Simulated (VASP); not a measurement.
Input of a VASP 6.6.1 run:

Contents of INCAR:

```
SYSTEM = Hf
ALGO = Normal
EDIFF = 1E-7
EDIFFG = -0.002
ENCUT = 520
GGA = PS
IBRION = 2
ISIF = 3
ISMEAR = 0
LASPH = .True.
LCHARG = .False.
LREAL = .False.
LWAVE = .False.
NELM = 60
NSW = 80
PREC = Accurate
PSTRESS = 1000
SIGMA = 0.1
```

File KPOINTS:

```
k-points
0
Gamma
  6 6 6
  0 0 0
```

Contents of POSCAR:

```
Hf                                      
1.0
   -1.5131087852      1.5131087852      1.5131087852
    1.5131087852     -1.5131087852      1.5131087852
    1.5131087852      1.5131087852     -1.5131087852
  Hf            
     1
Direct
     0.0000000000000000    0.0000000000000000    0.0000000000000000
```

Potentials or basis: VASP PAW PBE potentials, release 64 (Hf_pv).

The run is started by

```bash
$ cat potpaw_PBE.64/Hf_pv/POTCAR > POTCAR
$ mpirun -np 1 vasp_std > vasp.out
```

(1) Predict the band gap on the k mesh.

## Answers

(1) none (metal or under the smearing width).

Caveat: the k mesh is coarse (spacing up to 0.49 Å⁻¹), so the values aren't converged; the relaxation stopped at its first step, so nothing moved.
